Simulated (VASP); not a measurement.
**Results of a VASP single-point calculation on KI (strained database structure)**

POSCAR

```
K  I
 1.0000000000000000
     2.4498407208000001   -4.2428072698000001    0.0000000000000000
     2.4498407208000001    4.2428072698000001    0.0000000000000000
     0.0000000000000000    0.0000000000000000    8.2909984641999994
 K   I
   2   2
Cartesian
  2.4498407207999997  0.0000000000000002  4.1454992320999988
  2.4498407207999997  0.0000000000000002  0.0000000000000000
  2.4498407208000001 -2.8290814209895845  2.0727496160499994
  2.4498407207999997  2.8290814209895845  6.2182488481499973
```

| Quantity | Value |
| --- | --- |
| gap between bands v and c | 3.99 eV |
| least direct gap | 3.99 eV |

Band v is the last that the valence electrons fill when counted band by band, and c is the next. Levels in eV from the top of v:

```
point    v−1      v     c   c+1
    Γ   0.00   0.00  3.99  5.58
    M  -0.38  -0.37  5.04  5.92
    K  -0.58  -0.54  6.27  6.28
    A  -0.17  -0.17  5.09  5.09
    L  -0.37  -0.37  5.70  5.70
    H  -0.46  -0.46  6.08  6.08
```

Problem. Which of these levels of theory gave these results?
A. HSE06
B. PBE with spin–orbit coupling
C. PBEsol
D. r²SCAN
E. PBE
F. LDA
G. PBE0

Solution. E.

The INCAR was:

```
EDIFF = 1E-7
ENCUT = 520
LELF = .TRUE.
LASPH = .TRUE.
NSW = 0
NELM = 120
LCHARG = .TRUE.
LREAL = .FALSE.
ISMEAR = -1
NBANDS = 24
PREC = Accurate
LWAVE = .FALSE.
ISIF = 2
GGA = PE
SIGMA = 0.02
IBRION = -1
```
